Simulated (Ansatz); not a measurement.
## Electric field gradients in ZnS under strain

The cell is a COD entry, relaxed with PBE at fixed cell and then changed (z stretched by 3 %, ions relaxed).

```
CELL_PARAMETERS angstrom
3.82270 0.00000 0.00000
-1.91135 3.31056 0.00000
0.00000 0.00000 6.44852
ATOMIC_POSITIONS crystal
Zn 0.33333 0.66667 0.00239
Zn 0.66667 0.33333 0.50239
S 0.33333 0.66667 0.37241
S 0.66667 0.33333 0.87241
```

Atoms are numbered from 1 in the order listed; like atoms form one site, named after its first atom.

Computed with Ansatz: DFT, PBE, plane waves and PAW, scalar-relativistic, 420 eV cutoff, Γ-centred 13×13×7 k-points, Fermi–Dirac smearing 0.02 eV.

C_Q = eQV_zz/h, which is 24.18 MHz for Q = 1 b and V_zz = 10²¹ V/m²; η = (V_xx − V_yy)/V_zz. ν_Q = 3|C_Q|/[2I(2I − 1)].

Zn-67: I = 5/2, Q = 122.0 mb; S-33: I = 3/2, Q = -69.40 mb. Nuclear quadrupole moments: year-2017 set (Pyykkö).

Q: What field gradients does the calculation give at each kind of site?

A: 

```json
{"site": "Zn", "atoms (order as listed)": "1, 2", "first shell": "4 S at 2.36–2.39 Å", "C_Q (MHz)": "0.925", "η": "0.00", "ν_Q (MHz)": "0.139"}
{"site": "S", "atoms (order as listed)": "3, 4", "first shell": "4 Zn at 2.36–2.39 Å", "C_Q (MHz)": "-1.97", "η": "0.00", "ν_Q (MHz)": "0.983"}
```

An axis of threefold or higher order runs through Zn and S, so V_zz lies along it and η is zero.

The relaxation (4 steps) took 37 s of wall time (34 s of CPU time) and 0.48 GiB at its peak, on 1 thread of Intel Xeon 6975P-C (Granite Rapids) (x86_64; 16 cores open to the job, memory cap 3.0 GiB, no GPU), a shared host with a load of 1.3 a core.
